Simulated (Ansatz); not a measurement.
CdF2:

```
Cd F
1.0
     0.00000    2.69400    2.69400
     2.69400    0.00000    2.69400
     2.69400    2.69400    0.00000
Cd F
1 2
Direct
  0.00000 0.00000 0.00000
  0.75000 0.75000 0.75000
  0.25000 0.25000 0.25000
```

Base run:

| Property | Result |
| --- | --- |
| Program | Ansatz 0.2.0 |
| Functional | PBEsol |
| Potentials or basis | all-electron LAPW, scalar-relativistic |
| Cutoff | 293 eV |
| Density cutoff | 1170 eV |
| Basis error allowed | 0.002 eV/atom |
| k mesh | 9 × 9 × 9 |
| Occupations | fermi-dirac, width 0.05 eV |
| Spin | no spin polarisation |

Its results: band gap on the k mesh 2.96 eV, indirect (least direct gap 3.42 eV); pressure -0.2 GPa.

Problem. The run is repeated on the same cell with these changes: functional from PBEsol to LDA. What comes out?

Solution. Band gap on the k mesh 2.82 eV, indirect (least direct gap 3.27 eV); pressure -5.7 GPa.

LDA binds more tightly than PBEsol, so the same cell stands under less pressure.

Not every run made on this cell is shown here.
